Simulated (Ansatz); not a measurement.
# Pressure against volume: AgCl

Space group Fm-3m (No. 225). a = 5.546 Å, b = 5.546 Å, c = 5.546 Å, α = 90.00°, β = 90.00°, γ = 90.00°
| atom | site | symmetry | x | y | z |
| --- | --- | --- | --- | --- | --- |
| Ag | 4b | m-3m | 0.5000 | 0.0000 | 0.0000 |
| Cl | 4a | m-3m | 0.0000 | 0.0000 | 0.0000 |

The runs use the primitive cell with vectors (0.000, 2.773, 2.773), (2.773, 0.000, 2.773), (2.773, 2.773, 0.000) Å, to which the k mesh refers.

The geometry is COD entry 9011666, unchecked; take it as a test cell.

Levels of theory: DFT, PBEsol, all-electron LAPW, scalar-relativistic (Ansatz 0.2.0); DFT, PBEsol, PAW with Ansatz's default frozen-core files, scalar-relativistic (Ansatz 0.2.0).

For LAPW: a Γ-centred 9×9×9 k mesh, Fermi–Dirac smearing of 0.01 eV, basis error target 0.5 meV/atom, no spin polarisation. PAW takes a cutoff of 420 eV at this cell (files made with PBE, cores remade for this functional). The Ansatz runs share mesh, smearing and spin set-up. Plane-wave (PAW) pressures include the program's estimate of the Pulay term.

The cell above is scaled evenly, with fractional coordinates and shape held.

| V/V(cell) | V (Å³/atom) | P, LAPW (GPa) | P, PAW (GPa) | gap on the k mesh, LAPW (eV) |
| --- | --- | --- | --- | --- |
| 0.9400 | 20.047 | 0.47 | 0.46 | 0.78 |
| 0.9600 | 20.473 | -0.71 | -0.72 | 0.78 |
| 0.9800 | 20.900 | -1.74 | -1.74 | 0.78 |
| 0.9900 | 21.113 | ? | ? | ? |
| 1.0000 | 21.327 | -2.64 | -2.64 | 0.78 |
| 1.0100 | 21.540 | -3.04 | -3.05 | 0.78 |
| 1.0200 | 21.753 | -3.42 | -3.43 | 0.79 |
| 1.0400 | 22.180 | -4.11 | -4.11 | 0.79 |
| 1.0600 | 22.606 | -4.71 | -4.71 | 0.80 |

(1) Fill in the row V/V(cell) = 0.9900.

(2) What do Birch–Murnaghan fits to the pressures give?

Results:

(1) P, LAPW (GPa) = -2.20, P, PAW (GPa) = -2.21, gap on the k mesh, LAPW (eV) = 0.78.

(2) LAPW: V0 = 20.21 Å³/atom, B0 = 57 GPa, B0′ = 5.3; PAW: V0 = 20.21 Å³/atom, B0 = 57 GPa, B0′ = 5.3.
